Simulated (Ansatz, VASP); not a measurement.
## Two plane-wave programs on AgCl

Contents of INCAR:

```
  PREC = Accurate
  ENCUT = 520
  EDIFF = 1E-8
  ISMEAR = -1
  SIGMA = 0.01
  LREAL = False
  LASPH = True
  NELM = 60
  ALGO = Normal
  ISIF = 2
  LWAVE = False
  LCHARG = False
  GGA = PS
  LEFG = True
  NBANDS = 16
```

The input KPOINTS:

```
regular mesh
0
Gamma
  9 9 9
```

File POSCAR:

```
AgCl
1.0
    0.0000000000      2.7356704056      2.7356704056
    2.7356704056      0.0000000000      2.7356704056
    2.7356704056      2.7356704056      0.0000000000
Ag Cl
1 1
Direct
    0.5000000000      0.5000000000      0.5000000000
    0.0000000000      0.0000000000      0.0000000000
```

Input for Ansatz:

```yaml
crystal:
  lattice:
    - [0.0, 2.7356704056, 2.7356704056]
    - [2.7356704056, 0.0, 2.7356704056]
    - [2.7356704056, 2.7356704056, 0.0]
  atoms:
    - { symbol: Ag, position: [0.5, 0.5, 0.5] }
    - { symbol: Cl, position: [0.0, 0.0, 0.0] }
kpoints:
  mp_grid: { grid: [9, 9, 9] }
scf:
  occupations: { method: fermi_dirac, width: 0.01 }
hamiltonian:
  xc: pbesol
  pseudopotentials: { kind: paw }
output:
  forces: true
  stress: true
  eigenvalues: true
  efg: { contact_densities: true }
```

Change from the starting cell: volume scaled by 0.96, PAW files.

Alike in both runs: task electric field gradients; functional PBEsol; k mesh 9 × 9 × 9; occupations fermi-dirac, width 0.01 eV; no spin polarisation.

```csv
,VASP,Ansatz
version,VASP 6.6.1,Ansatz 0.2.0
potentials or method,"VASP PAW PBE potentials, release 64 (Ag, Cl)","PAW with Ansatz's default frozen-core files, scalar-relativistic"
plane-wave cutoff (eV),520,420
valence electrons in the cell,18,26
```

|  | VASP | Ansatz | Ansatz less VASP |
| --- | --- | --- | --- |
| gap on the k mesh at the Fermi level (eV) | 0.77 | 0.78 | +0.002 |
| pressure (GPa) | -0.8 | -0.7 | +0.10 |
| Vzz of the field gradient on the site that differs most (V/Å²) | 0.0 | 0.0 | 0.00 |

The two sets of potentials don't hold the same shells in valence. Ansatz warned: «gradients_without_spin_orbit».

Caveats: the PAW data sets were made with another functional, which shifts forces and pressure a little (VASP); an odd mesh through Γ misses points on the zone boundary, where band edges often lie.
